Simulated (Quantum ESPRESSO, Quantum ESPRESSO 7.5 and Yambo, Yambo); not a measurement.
# RbCl (Fm-3m): G0W0 on several meshes in Yambo

Wanted: mesh dependence and cost of G0W0 for RbCl (Fm-3m).

Main program and level: Quantum ESPRESSO 7.5 and Yambo 5.3.0; PBE and many-body steps on it, plane waves.

## (1) The structure

Symmetry: Fm-3m, No. 225, cubic system. The conventional cell has a = 6.579 Å, b = 6.579 Å, c = 6.579 Å, α = 90.00°, β = 90.00°, γ = 90.00°. Nearest to Rb lie 6 Cl at 3.29 Å. Nearest to Cl lie 6 Rb at 3.29 Å. Farther neighbours and most contacts between anions are not listed.

The cell and positions come from the Crystallography Open Database and are kept as given unless a step says otherwise.

## (2) Empty states on the mesh, 4×4×4 mesh, 646 bands

This step: Quantum ESPRESSO 7.5; DFT, PBE, plane waves, norm-conserving pseudopotentials.

The sums over transitions need many empty states on a uniform mesh; this step solves for them.

pw.in

```
&control
  calculation = 'nscf'
  prefix = 'x'
  outdir = 'o'
  pseudo_dir = 'pseudo'
/
&system
  ibrav = 0
  nat = 2
  ntyp = 2
  ecutwfc = 50.0
  nbnd = 646
  force_symmorphic = .true.
/
&electrons
  conv_thr = 1e-9
  electron_maxstep = 80
  diago_full_acc = .true.
  diago_thr_init = 5e-6
/
ATOMIC_SPECIES
  Rb 85.468 Rb.upf
  Cl 35.45 Cl.upf
CELL_PARAMETERS angstrom
  -0.0000000000 3.2895000000 3.2895000000
  3.2895000000 -0.0000000000 3.2895000000
  3.2895000000 3.2895000000 -0.0000000000
ATOMIC_POSITIONS crystal
  Rb 0.0000000000 0.0000000000 0.0000000000
  Cl 0.5000000000 0.5000000000 0.5000000000
K_POINTS automatic
  4 4 4 0 0 0
```

The run is started by

```sh
> OMP_NUM_THREADS=1 mpirun -n 4 pw.x -nk 4 -in pw.in > pw.out
```

What it wrote:

```text
Program PWSCF v.7.5 starts

     This program is part of the open-source Quantum ESPRESSO suite
     for quantum simulation of materials; please cite
         "P. Giannozzi et al., J. Phys.:Condens. Matter 21 395502 (2009);
         "P. Giannozzi et al., J. Phys.:Condens. Matter 29 465901 (2017);
         "P. Giannozzi et al., J. Chem. Phys. 152 154105 (2020);
     in publications or presentations arising from this work. More details at

     Atomic positions and unit cell read from directory:
     o/x.save/

     Message from routine setup:
[...]
52.4359  52.7391  55.5416  55.5416  56.5941  56.5941  56.8738  56.8738
     [... 69 further rows ...]
   244.0390 244.2338 244.5187 244.5187 244.5332 244.5332 244.7507 244.7533
   244.8095 244.8935 246.1003 246.1003 247.0547 247.0547

          k = 0.3536 0.0000 0.0000 (  2858 PWs)   bands (ev):

     [... further k-points ...]

     highest occupied, lowest unoccupied level (ev):     1.0594    6.0622

     XML data file, pseudopotentials, collected wavefunctions

=------------------------------------------------------------------------------=
   JOB DONE.
=------------------------------------------------------------------------------=
```

The job ended after 85 s (4 MPI ranks of Arm Neoverse V2, shared host; peak memory 1.1 GiB; 5.7 min of CPU time).

This step gave:

- gap: 5.003 eV
- k of the valence top: 0, 0, 0
- k of the conduction bottom: 0, 0, 0
- least direct gap: 5.003 eV
- k points computed: 8
- lowest point of the top converged band, above the valence top: 243.7556 eV

On this mesh the gap is 5.003 eV.

The density comes from a self-consistent run that is not shown.

## (3) Conversion and set-up

This step: Yambo 5.3.0; conversion and set-up on PBE, plane waves, norm-conserving pseudopotentials.

The states are converted to the many-body program's format and the q mesh is built.

The run is started by

```sh
> (cd o/x.save; p2y > p2y.log; mv SAVE ../..); yambo > setup.log
```

What it wrote:

```text
 Yambo, version 5.3.0

 [02] CORE Variables Setup
 =========================

  [02.01] Unit cells
  ==================

  Cell kind             :  FCC
  Atoms in the cell     :  Rb  Cl
  number of Rb atoms    :  1
  number of Cl atoms    :  1

  List of atomic masses
  Mass of Rb    :  85.46800
  Mass of Cl    :  35.45000

  List of atomic coordinates    : [cc]
  Rb1       :  0.000000  0.000000  0.000000  order 1
  Cl1       :  6.216254  6.216254  6.216254  order 2

  Alat factors          :  6.216254  6.216254  6.216254 [a.u.]
  Direct lattice volume :  480.4147 [a.u.]
[...]
==========================================

 IBZ Q-points                                      :   8
 BZ  Q-points                                      :   64

 K/Q-points units:
 rlu = crystal or reduced units; cc = cartesian coordinates; iku = interal k-units

 Q [1]          [rlu]:  0.000000  0.000000  0.000000
 Q [2]          [rlu]: -0.83742E-17 -0.83742E-17  0.25000
 Q [3]          [rlu]:  0.16748E-16  0.16748E-16 -0.50000
[...]
Q [7]          [rlu]:  0.19834E-16 -0.50000     -0.50000
 Q [8]          [rlu]:  0.250000 -0.500000 -0.250000

  [03.01] X indexes
  =================

   [03.01.01] Sigma indexes
   ========================

 [06] Game Over & Game summary
```

Wall time 2.1 s (1 MPI rank); peak memory 0.24 GiB.

## (4) 4×4×4

G0W0 replaces the xc potential by the self-energy, built once from these orbitals. Only a window of levels is corrected, while the sums run over the empty bands that the input names.

This step: G0W0 on PBE, plane waves, norm-conserving pseudopotentials.

gw2.in

```
HF_and_locXC
gw0
dyson
ppa
em1d
rim_cut
RandQpts= 1000000
RandGvec= 1 RL
EXXRLvcs= 50 Ry
VXCRLvcs= 200 Ry
Chimod= "HARTREE"
% BndsRnXp
 1 | 268 |
%
NGsBlkXp= 16 Ry
% LongDrXp
 1 | 1 | 1 |
%
% GbndRnge
 1 | 268 |
%
DysSolver= "n"
ExtendOut
PPAPntXp= 27.21138 eV
% QPkrange
 1 | 1 | 7 | 10 |
%
```

The run is started by

```sh
> OMP_NUM_THREADS=1 mpirun -n 4 yambo -F gw2.in -J gw2 -C gw2 > gw2.log
```

What it wrote:

```text
 Yambo, version 5.3.0

 [02] CORE Variables Setup
 =========================

  [... cell, symmetries and grids as in the set-up ...]

  [02.05] Energies & Occupations
  ==============================

  [X] === General ===
  [X] Electronic Temperature                        :  0.000000  0.000000 [eV K]
  [X] Bosonic    Temperature                        :  0.000000  0.000000 [eV K]
  [X] Finite Temperature mode                       : no
  [X] El. density                                   :  0.22475E+24 [cm-3]
  [X] Fermi Level                                   :  1.059426 [eV]

  [X] === Gaps and Widths ===
  [X] Conduction Band Min                           :  5.002746 [eV]
  [X] Valence Band Max                              :  0.000000 [eV]
  [X] Filled Bands                                  :   8
  [X] Empty Bands                                   :     9   646
  [X] Direct Gap                                    :  5.002746 [eV]
  [X] Direct Gap localized at k                     :  1
  [X] Indirect Gap                                  :  5.002746 [eV]
  [X] Indirect Gap between kpts                     :  1  1
  [X] Last valence band width                       :  0.337909 [eV]
  [X] 1st conduction band width                     :  2.744411 [eV]

 [03] Transferred momenta grid and indexing
 ==========================================

 IBZ Q-points                                      :   8
 BZ  Q-points                                      :   64

 K/Q-points units:
 rlu = crystal or reduced units; cc = cartesian coordinates; iku = interal k-units

 Q [1]          [rlu]:  0.000000  0.000000  0.000000
 Q [2]          [rlu]: -0.83742E-17 -0.83742E-17  0.25000
 Q [3]          [rlu]:  0.16748E-16  0.16748E-16 -0.50000
 Q [4]          [rlu]: -0.99171E-17  0.25000      0.25000
 Q [5]          [rlu]: -0.11035E-16  0.25000      0.50000
 Q [6]          [rlu]:  0.16157E-16  0.25000     -0.25000
 Q [7]          [rlu]:  0.19834E-16 -0.50000     -0.50000
 Q [8]          [rlu]:  0.250000 -0.500000 -0.250000

 [04] Coloumb potential Random Integration (RIM)
 ===============================================

  [04.01] RIM initialization
  ==========================

  * Diagonal components only detected *

  8 x (sBL volume)        :  0.064541 [a.u.]
  sBZ random points       :  1000000
  Points outside the sBZ  :   7968281
  RL volume               :  0.516325 [a.u.]
  Integrated volume       :  0.518381 [a.u.]

  [04.02] RIM integrals
  =====================

  Gamma point sphere radius             :  0.072760 [a.u.]
  Points outside the sphere             :   800476
  [Int_sBZ(q=0) 1/q^2]*(Vol_sBZ)^(-1/3) =:  7.776341
                                 should be <:  7.795600

  Summary of Coulomb integrals for non-metallic bands |Q|[au] RIM/Bare

  Q [1] 0.100000E-4 0.997530 * Q [2] 0.218838 1.068930
  Q [4] 0.252692 1.066842 * Q [6] 0.357360 1.029370
  Q [5] 0.419042 1.022832 * Q [3] 0.437675 1.020347
  Q [7] 0.505384 1.017473 * Q [8] 0.565036 1.014532

 [WARNING] [Xp] User bands 1-268 break level degeneracy

 [05] Dipoles
 ============

  [05.01] Setup: observables and procedures
  =========================================

 [06] Dynamic Dielectric Matrix (PPA)
 ====================================

 [WR./gw2//ndb.pp]---------------------------------------------------------------
  Brillouin Zone Q/K grids (IBZ/BZ)                :    8   64    8   64
  RL vectors                                       :   3647 [WF]
  Coulomb cutoff potential                         : none
  Electronic Temperature                           :  0.000000 [K]
  Bosonic    Temperature                           :  0.000000 [K]
  PPA    diel. fun.  energies                      : Perdew, Burke & Ernzerhof(X)+Perdew, Burke & Ernzerhof(C)
  wavefunctions                                    : Perdew, Burke & Ernzerhof(X)+Perdew, Burke & Ernzerhof(C)
  Global Gauge                                     : length
  X matrix size                                    :   537
  X band range                                     :    1  268
  X e/h energy range                               : -1.000000 -1.000000 [eV]
  X Time ordering                                  : R
  X Hxc Kernel                                     : HARTREE
  X Drude frequency                                :  0.000000  0.000000
  X poles                                          :  100.0000 [o/o]
  RL vectors in the sum                            :   3647
  [r,Vnl] included                                 : yes
  Field direction                                  :  0.577350E-5  0.577350E-5  0.577350E-5
  BZ energy Double Grid                            : no
  BZ energy DbGd points                            : 0
  BZ Q point size factor                           : -1.000000
  X Optical Averaged directions                    : none

 [07] Local Exchange-Correlation + Non-Local Fock
 ================================================

 [VXC] Plane waves :  22995
 [EXS] Plane waves :  2891

 QP @ state[ 1 ] K range:  1  1
 QP @ state[ 1 ] b range:   7  10

 [xc] Functional : Perdew, Burke & Ernzerhof(X)+Perdew, Burke & Ernzerhof(C)
 [xc] LIBXC used to calculate xc functional
  PP Number of Atomic Species                      :  2
  NLCC RL compoments                               :  22995
  PP Number of Atomic Species                      :  2
  NLCC RL compoments                               :  22995

 [xc] E_xc :  -6.714859 [Ha]
      E_xc :  -13.42972 [Ry]

  Local XC kind (lXC) : Perdew, Burke & Ernzerhof(X)+Perdew, Burke & Ernzerhof(C)
  Non-Local XC kind (nlXC) : Hartree-Fock

  Corrections @ K [1] :  [eV]
 <7|nlXC|7> = -18.52925  0.14048E-16 <7|lXC|7> = -14.02433  0.18882E-15
 <8|nlXC|8> = -18.52925  0.17876E-16 <8|lXC|8> = -14.02433 -0.37763E-15
 <9|nlXC|9> = -3.027009  0.22084E-17 <9|lXC|9> = -6.590254  0.88508E-17
 <10|nlXC|10> = -3.443930 -0.61029E-19 <10|lXC|10> = -7.734219  0.47204E-16

 [08] Dyson equation: Newton solver
 ==================================

  [08.01] G0W0 (W PPA)
  ====================

  [  GW  ] Bands range     :    1  268
  [GW/PPA] G damping       :  0.100000 [eV]

  QP @ state[ 1 ] K range:  1  1
  QP @ state[ 1 ] b range:   7  10

   Sc/G bands                                       :    1  268
   Sc/G damping                                     :  0.100000 ev
   Sc bands terminator                              : no
   Sx RL components                                 :  2891

   QP @ state[ 1 ] K range                          :  1  1
   QP @ state[ 1 ] b range                          :   7  10
   GF energies kind                                 : Perdew, Burke & Ernzerhof(X)+Perdew, Burke & Ernzerhof(C)
   GF WF`s kind                                     : Perdew, Burke & Ernzerhof(X)+Perdew, Burke & Ernzerhof(C)
   Xs energies kind                                 : Perdew, Burke & Ernzerhof(X)+Perdew, Burke & Ernzerhof(C)
   Xs WF`s kind                                     : Perdew, Burke & Ernzerhof(X)+Perdew, Burke & Ernzerhof(C)

 [11] Game Over & Game summary
```

Elapsed: 4.4 min, on 4 MPI ranks; peak memory 1.7 GiB; 18 min of CPU time.

Numbers from this step:

```
G0W0 gap on the points computed              : 7.888 eV
starting gap on the mesh                     : 5.003 eV
k of the valence top                         : 0, 0, 0
k of the conduction bottom                   : 0, 0, 0
least direct G0W0 gap on the computed points : 7.888 eV
Z at the valence top                         : 0.8060
Z at the conduction bottom                   : 0.8807
```

The gap on the mesh goes from 5.00 eV to 7.89 eV, a correction of +2.88 eV.

## (5) Empty states on the mesh, 2×2×2 mesh, 268 bands

This step: Quantum ESPRESSO 7.5; DFT, PBE, plane waves, norm-conserving pseudopotentials.

pw.in: that of step 2 with these lines changed.

```diff
@@ -11,3 +11,3 @@
   ecutwfc = 50.0
-  nbnd = 646
+  nbnd = 268
   force_symmorphic = .true.
@@ -31,2 +31,2 @@
 K_POINTS automatic
-  4 4 4 0 0 0
+  2 2 2 0 0 0
```

The run is started by

```sh
> OMP_NUM_THREADS=1 mpirun -n 4 pw.x -nk 4 -in pw.in > pw.out
```

What it wrote:

```text
[banner, memory and clock lines left out]
Program PWSCF v.7.5 starts

     Atomic positions and unit cell read from directory:
     o/x.save/

     Message from routine setup:
     using ibrav=0 with symmetry is DISCOURAGED, use correct ibrav instead

     Message from routine divide_et_impera:
     suboptimal parallelization: some nodes have no k-points

     G-vector sticks info

     bravais-lattice index     =            0
     lattice parameter (alat)  =       8.7911  a.u.
     unit-cell volume          =     480.4147 (a.u.)^3
     number of atoms/cell      =            2
[...]
131.9446 131.9446 131.9446 132.1365

          k =-0.3536-0.3536 0.3536 (  2884 PWs)   bands (ev):

[...]
[... 22 further rows ...]
[...]
132.8261 132.8261 132.9889 132.9889

          k =-0.7071 0.0000 0.0000 (  2874 PWs)   bands (ev):

[...]
52.1181  54.3847  54.9997  55.2656  55.3504  55.3504  56.9694  56.9694
     [... 22 further rows ...]
   132.7717 132.8493 132.8493 132.9552 133.4875 133.4895 134.1806 134.1806
   134.2671 134.8358 135.6382 135.6382

     highest occupied, lowest unoccupied level (ev):     1.0594    6.0622

     XML data file, pseudopotentials, collected wavefunctions
```

It took 8.3 s on 4 MPI ranks; peak memory 0.4 GiB.

This step gave:

```yaml
gap: 5.003 eV
k_of_the_valence_top: 0, 0, 0
k_of_the_conduction_bottom: 0, 0, 0
least_direct_gap: 5.003 eV
k_points_computed: 3
lowest_point_of_the_top_converged_band_above_the_valence_top: 131.0770 eV
```

On this mesh the gap is 5.003 eV.

(Continued in part 2 of 2.)

[Paths, hosts, dates, memory and timing lines, banners, echoed tables and standing remarks are left out of the program output.]

[Logs are printed without paths, hosts, clocks, repeated set-up lines and the standing remarks that a program may print on its own settings, such as how far it seeks lower states.]

[Runs of the session that timed out or met a known fault of the program may be left out.]

[Hosts, paths, dates, database ids (printed as entryN), source tags and the programs' standing remarks are cut or masked in the printed files.]
